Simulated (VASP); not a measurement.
## Ge: single point with r2SCAN

The system is Ge.

```xyz
2
Lattice="0.0000 2.8289 2.8289 2.8289 0.0000 2.8289 2.8289 2.8289 0.0000" Properties=species:S:1:pos:R:3 pbc="T T T"
Ge    0.0000    0.0000    0.0000
Ge    1.4145    1.4145    1.4145
```

```
Program             : VASP 6.6.1
Task                : single point
Functional          : r2SCAN
Potentials or basis : VASP PAW PBE potentials, release 64 (Ge_d)
Cutoff              : 520 eV
k mesh              : 9 × 9 × 9
Occupations         : fermi-dirac, width 0.05 eV
Spin                : no spin polarisation
```

The pressure is 0.7 GPa. The band gap on the k mesh is 0.40 eV, direct.

Levels at points of the mesh, in eV from the valence-band top:
| k point | band 12 | band 13 | band 14 | band 15 | band 16 | band 17 |
| --- | --- | --- | --- | --- | --- | --- |
| (0.00, 0.00, 0.00) | 0.00 | 0.00 | 0.00 | 0.40 | 2.71 | 2.71 |

It took 39 s on 4 MPI ranks on Intel(R) Xeon(R) Platinum 8488C (Sapphire Rapids), with other jobs on the host, peak memory 0.16 GiB a rank.

The gap isn't set beside the measured one, since this odd mesh misses points on the zone boundary.

Caveat: the PAW data sets were made with another functional, which shifts forces and pressure a little; an odd mesh through Γ misses points on the zone boundary, where band edges often lie.
